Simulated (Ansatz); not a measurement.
AlAs (zincblende): G0W0 against its settings

AlAs in the zincblende structure, relaxed with r2SCAN; one-shot G0W0 in Ansatz without spin-orbit coupling. The values are computed, spin-unpolarised, and not measurements.

Space group F-43m (No. 216). a = 5.678 Å, b = 5.678 Å, c = 5.678 Å, α = 90.00°, β = 90.00°, γ = 90.00°

| atom | site | symmetry | x | y | z |
| --- | --- | --- | --- | --- | --- |
| Al | 4a | -43m | 0.0000 | 0.0000 | 0.0000 |
| As | 4d | -43m | 0.2500 | 0.2500 | 0.7500 |

Gaps are read over the mesh points alone. G0W0 here is at a finite number of bands, screening cutoff and k mesh, not at the basis limit.
```csv
start,potentials,frequency model,mesh,empty bands,screening cutoff (eV),Kohn-Sham gap (eV),G0W0 gap (eV),rough cost
PBE,PAW,contour deformation,4×4×4,74,80,1.44,1.91,6 core-seconds
PBE,PAW,contour deformation,4×4×4,172,140,1.44,2.07,24 core-seconds
PBE,PAW,contour deformation,4×4×4,316,210,1.44,2.13,80 core-seconds
HSE06,PAW,contour deformation,4×4×4,172,140,2.10,2.38,50 core-seconds
LDA,PAW,contour deformation,4×4×4,172,140,1.33,1.99,21 core-seconds
r2SCAN,PAW,contour deformation,4×4×4,172,140,1.79,2.23,26 core-seconds
PBE,PAW,Godby-Needs pole,4×4×4,172,140,1.44,2.02,23 core-seconds
PBE,PAW,contour deformation,6×6×6,74,80,1.46,1.97,30 core-seconds
PBE,norm-conserving,contour deformation,4×4×4,172,140,1.43,2.06,40 core-seconds
```

G0W0 moves the gap on the mesh from 1.44 eV (PBE) to 2.13 eV (Γ to X). Renormalisation factors Z lie between 0.74 and 0.79.

Raising bands and cutoff together moves the gap by +0.16 eV (80 to 140 eV), then +0.06 eV (140 to 210 eV); the last step is still large, so the basis limit isn't reached. Starting from HSE06 (2.10 eV against PBE's 1.44 eV) gives 2.38 eV, +0.31 eV from G0W0@PBE at the same screening cutoff. Starting from LDA (1.33 eV against PBE's 1.44 eV) gives 1.99 eV, -0.08 eV from G0W0@PBE at the same screening cutoff. Starting from r2SCAN (1.79 eV against PBE's 1.44 eV) gives 2.23 eV, +0.16 eV from G0W0@PBE at the same screening cutoff. The Godby-Needs plasmon pole differs from contour deformation by -0.05 eV. A 6×6×6 mesh in place of 4×4×4 changes the opening over PBE by +0.04 eV (the gap on the mesh by +0.06 eV, the PBE gap by +0.02 eV). Norm-conserving potentials (wave cutoff 1143 eV against 420 eV) shift the quasiparticle gap by -0.01 eV and the PBE gap by -0.01 eV. r2SCAN runs take a wave cutoff of 500 eV.
